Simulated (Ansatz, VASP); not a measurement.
Two plane-wave programs on Sb

```
Sb
1.0
    -3.97554    3.97554    1.99811
     3.97554   -3.97554    1.99811
     3.97554    3.97554   -1.99811
Sb
4
Cartesian
  1.2027 5.1783 0.0000
  2.7728 1.2027 0.0000
  2.7728 -1.2027 1.9981
  1.2027 2.7728 1.9981
```

This isn't the form of Sb at room conditions, which is rhombohedral.

Alike in both runs: task single point; functional PBE; k mesh 7 × 7 × 7; occupations fermi-dirac, width 0.05 eV; no spin polarisation.

|  | VASP | Ansatz |
| --- | --- | --- |
| version | VASP 6.6.1 | Ansatz 0.2.0 |
| potentials or method | VASP PAW PBE potentials, release 64 (Sb) | Ansatz PAW |
| plane-wave cutoff (eV) | 520 | 420 |
| valence electrons in the cell | 20 | 60 |

VASP gave:

| Quantity | Value |
| --- | --- |
| gap on the k mesh at the Fermi level (eV) | none |
| pressure (GPa) | 4.0 |
| largest component of the traceless stress (GPa) | 1.02 |
| rms of the force components (eV/Å) | 0.036 |

Task: Estimate Ansatz's values.

Result: gap on the k mesh at the Fermi level (eV): none; pressure (GPa): 4.0; largest component of the traceless stress (GPa): 1.01; rms of the force components (eV/Å): 0.043.

Atom by atom the forces differ by 0.007 eV/Å (rms over components). A gap of «none» marks a metal or a gap that the smearing closes. The functional is the same, so the differences come from potentials, cutoffs and numerics. The two sets of potentials don't hold the same shells in valence.

Spin-orbit coupling is left out, which matters for the levels of Sb.
